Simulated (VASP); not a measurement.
Write the native input for VASP 6.6.1 that does the following.

- Task: single point
- Functional: RPBE
- Potentials or basis: VASP PAW PBE potentials, release 64 (Li_sv)
- Cutoff: 520 eV
- k mesh: 13 × 13 × 4
- Occupations: fermi-dirac, width 0.1 eV
- Spin: no spin polarisation
- Dipole correction: no
- Further INCAR settings: ALGO = Normal; EDIFF = 1e-07; NBANDS = 14

The structure of Li lies in POSCAR:

```
Li
1.0
    2.9724376886      0.0000000000      0.0000000000
   -1.4862188443      2.5742065495      0.0000000000
    0.0000000000      0.0000000000      9.6878125016
Li
4
Direct
    0.0000000000      0.0000000000      0.0000000000
    0.0000000000      0.0000000000      0.5000000000
    0.3333333333      0.6666666667      0.2500000000
    0.6666666667      0.3333333333      0.7500000000
```

This isn't the form of Li at room conditions, which is bcc.

These files were run (other wordings do the same):

INCAR

```
  PREC = Accurate
  ENCUT = 520
  EDIFF = 1E-7
  ISMEAR = -1
  SIGMA = 0.1
  LREAL = False
  LASPH = True
  NELM = 60
  ALGO = Normal
  ISIF = 2
  LWAVE = False
  LCHARG = True
  GGA = RP
  LELF = True
  LVHAR = True
  NBANDS = 14
```

KPOINTS

```
regular mesh
0
Gamma
  13 13 4
```

Potentials or basis: VASP PAW PBE potentials, release 64 (Li_sv).

Run with:

```bash
$ cat potpaw_PBE.64/Li_sv/POTCAR > POTCAR
$ mpirun -np 1 vasp_std > vasp.out
```

It gave:

| Item | Value |
| --- | --- |
| Band gap on the k mesh | none (metal or under the smearing width) |

Run time: 32 s on 1 thread of Intel(R) Xeon(R) 6975P-C (Granite Rapids) (shared host), peak memory 0.2 GiB.
